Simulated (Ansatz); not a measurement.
Wanted: the native input for an Ansatz 0.2.0 run.

| Item | Value |
| --- | --- |
| Task | single point |
| Functional | PBEsol |
| Potentials or basis | Ansatz PAW |
| Cutoff | 420 eV (not typed: the program's choice for these potentials) |
| k mesh | 11 × 11 × 11 |
| Occupations | fermi-dirac, width 0.05 eV |
| Spin | no spin polarisation |

The system is NbP.

```
Nb P
1.0
    -1.67492    1.67492    5.74011
     1.67492   -1.67492    5.74011
     1.67492    1.67492   -5.74011
Nb P
2 2
Direct
  0.24988 0.74988 0.50000
  0.49988 0.49988 0.00000
  0.83275 0.33275 0.50000
  0.08275 0.08275 0.00000
```

The cell is a database's computed one.

One way to write it, as run:

input.yaml

```yaml
crystal:
  lattice:
    - [-1.6749232544, 1.6749232544, 5.7401081759]
    - [1.6749232544, -1.6749232544, 5.7401081759]
    - [1.6749232544, 1.6749232544, -5.7401081759]
  atoms:
    - { symbol: Nb, position: [0.2498808, 0.7498808, 0.5] }
    - { symbol: Nb, position: [0.4998808, 0.4998808, 0.0] }
    - { symbol: P, position: [0.83274777, 0.33274777, 0.5] }
    - { symbol: P, position: [0.08274777, 0.08274777, 0.0] }
hamiltonian:
  xc: pbesol
  pseudopotentials: { kind: paw }
kpoints:
  mp_grid: { grid: [11, 11, 11] }
scf:
  occupations: { method: fermi_dirac, width: 0.05 }
output:
  forces: true
  stress: true
  eigenvalues: true
```

Potentials or basis: Ansatz PAW.

Command:

```console
$ ansatz run input.yaml --threads 2 --pin off --max-ram 5632MiB --backend cpu --events-out ev --progress --plain --runs-dir out
```

Results of the run:

```yaml
Pressure: -6.4 GPa
Largest_force: 0.017 eV/Å
Band_gap_on_the_k_mesh: none (metal or under the smearing width)
```

Caveat: the PAW data sets come from PBE, with cores solved anew for the run's functional, which leaves a small shift of forces and pressure.

It took 9.1 s on 2 threads of AMD EPYC 7R43 64-Core Processor (Zen 3) (shared host), peak memory 0.52 GiB.
